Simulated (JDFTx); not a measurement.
The system is BaS.

```
Ba S
1.0
     0.00000    3.19375    3.19375
     3.19375    0.00000    3.19375
     3.19375    3.19375    0.00000
Ba S
1 1
Direct
  0.00000 0.00000 0.00000
  0.50000 0.50000 0.50000
```

Base run:

```yaml
Program: JDFTx 1.7.0 (patched build)
Functional: RPBE
Potentials_or_basis: PseudoDojo-SR-PBE-0.5-standard with smoothed tails
Cutoff: 707 eV
Density_cutoff: 5660 eV
k_mesh: 7 × 7 × 7
Occupations: fermi-dirac, width 0.05 eV
Spin: no spin polarisation
```

Its results: band gap on the k mesh 2.43 eV, indirect (least direct gap 2.54 eV); pressure 2.2 GPa.

Problem. The run is repeated on the same cell with these changes: functional from RPBE to PBE. What comes out?

Solution. Band gap on the k mesh 2.27 eV, indirect (least direct gap 2.38 eV); pressure 0.8 GPa.

PBE binds more tightly than RPBE, so the same cell stands under less pressure.

Caveats: the empty levels aren't tightly converged; spin-orbit coupling is left out, which moves the levels of the heavy elements; an odd mesh through Γ misses points on the zone boundary, where band edges often lie; the potentials were made for another functional, which shifts forces and pressure (some runs).
